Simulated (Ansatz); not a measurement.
The elements of this relaxed trial crystal are hidden behind letters.

```
lattice vectors (Å)
   2.9792    0.0000    0.0000
   0.0000    3.2338    0.0000
   0.0000    0.0000    7.7815
fractional positions
X 0.5000 0.5000 0.1709
X 0.5000 0.5000 0.8291
X 0.0000 0.0000 0.5000
Z 0.5000 0.0000 0.3243
Z 0.0000 0.5000 0.0000
Z 0.5000 0.0000 0.6757
```

Computed with DFT PBE, scalar-relativistic, plane waves, PAW (Ansatz). Cutoff 420 eV, Γ-centred 10×8×4 mesh (6-atom cell), Gaussian smearing of 0.02 eV, no spin polarisation.

* Space group: Pmmm (No. 47)
* Conventional cell: a = 2.979 Å, b = 3.234 Å, c = 7.781 Å
* Volume per atom: 12.49 Å³
* Density: 2.68 g/cm³
* Energy over the elements: −2.371 eV/atom
* Gap on the 10×8×4 mesh of the 6-atom cell: 1.28 eV

Energies are uncorrected and count from the elements' standard states at the same level.

Question: X is an s-block element of period 3 and Z is a p-block element of period 2. Which elements are they?

Answer: X = Mg, Z = O, so the formula is MgO. Density times volume gives a mean mass of 2.68 × 12.49/1.6605 = 20.2 u per atom, and this set has 20.2 u. Among the elements that the hints allow, noble gases aside, only these give it. Around Mg on a site of symmetry mm2 lie 4 O at 2.00–2.01 Å; Mg on a site of symmetry mmm is surrounded by 4 O at 2.02 Å; around O on a site of symmetry mm2 lie 4 Mg at 2.01–2.02 Å; 1 more site not described.

Kohn–Sham gaps at this level usually fall short of measured ones. A structure relaxed within its symmetry needn't be a true minimum. Another cell of MgO relaxed alike, in P6_3/mmc, lies 238 meV/atom lower, so this cell isn't the stable form at this level.
